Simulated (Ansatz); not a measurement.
# TaSi2: the cost of one run

Program: Ansatz 0.2.0. Level of theory: DFT PBE, scalar-relativistic, plane waves, PAW. These are calculated values, not measurements.

The COD entry's cell or inner coordinates are ideal or old and differ from later refinements, so a difference from it is no clean test against experiment.

## Step 1: The system as given

Symmetry: P6_222, No. 180, hexagonal system. Conventional cell: a = 4.805 Å, b = 4.805 Å, c = 6.599 Å, α = 90.00°, β = 90.00°, γ = 120.00°. Around Ta (site symmetry 222) lie 10 Si at 2.62 to 2.84 Å. Si (site symmetry 2) is surrounded by 5 Si at 2.57 to 2.84 Å and 5 Ta at 2.62 to 2.84 Å.

As a file:

```cif
data_structure
_symmetry_space_group_name_H-M 'P 1'
_symmetry_Int_Tables_number 1
_cell_length_a 4.8051
_cell_length_b 4.8051
_cell_length_c 6.5989
_cell_angle_alpha 90.000
_cell_angle_beta 90.000
_cell_angle_gamma 120.000
_cell_volume 131.95
loop_
_atom_site_label
_atom_site_type_symbol
_atom_site_fract_x
_atom_site_fract_y
_atom_site_fract_z
_atom_site_occupancy
Ta1 Ta 0.50000 0.00000 0.50000 1
Ta2 Ta 0.50000 0.50000 0.83333 1
Ta3 Ta 0.00000 0.50000 0.16667 1
Si1 Si 0.15892 0.31784 0.50000 1
Si2 Si 0.84108 0.15892 0.83333 1
Si3 Si 0.68216 0.84108 0.16667 1
Si4 Si 0.84108 0.68216 0.50000 1
Si5 Si 0.15892 0.84108 0.83333 1
Si6 Si 0.31784 0.15892 0.16667 1
```

It is the result of an earlier relaxation at this level (volume 14.66 Å³/atom; gap on the mesh: none (metal)).

## Step 2: Zero of energy

The reference gives a free energy of -33615.9348 eV, pressure 0.02 GPa, largest force 0.010 eV/Å and gap on the mesh none (metal). It was computed beforehand with the settings of the runs below.

## Step 3: The scan: a strain scan

The cell is strained by ε times the Voigt pattern (0, 0, 0, 0, 0, 1) (xx, yy, zz, yz, xz, xy; engineering shear), with fractional coordinates fixed (clamped ions). The stress on the pattern is the sum of the stress components weighted by it, tension positive.

## Step 4: ε = -0.0600

input.yaml reads:

```yaml
crystal:
  lattice:
    - [4.8051009126, -0.1441530274, 0.0]
    - [-2.52739064, 4.2334159717, 0.0]
    - [0.0, 0.0, 6.5988658829]
  atoms:
    - { symbol: Ta, position: [0.5, 0.0, 0.5] }
    - { symbol: Ta, position: [0.5, 0.5, 0.8333333333] }
    - { symbol: Ta, position: [0.0, 0.5, 0.1666666667] }
    - { symbol: Si, position: [0.1589199925, 0.317839985, 0.5] }
    - { symbol: Si, position: [0.8410800075, 0.1589199925, 0.8333333333] }
    - { symbol: Si, position: [0.682160015, 0.8410800075, 0.1666666667] }
    - { symbol: Si, position: [0.8410800075, 0.682160015, 0.5] }
    - { symbol: Si, position: [0.1589199925, 0.8410800075, 0.8333333333] }
    - { symbol: Si, position: [0.317839985, 0.1589199925, 0.1666666667] }
basis:
  ecutwfc: 420
kpoints:
  mp_grid: { grid: [9, 9, 6] }
hamiltonian:
  xc: pbe
scf:
  occupations: { method: gaussian, width: 0.15 }
output:
  forces: true
  stress: true
  eigenvalues: true
```

Q: Estimate wall time and peak memory on 2 threads of an x86-64 CPU, shared host.

About 30 s, with a peak of 0.97 GiB.
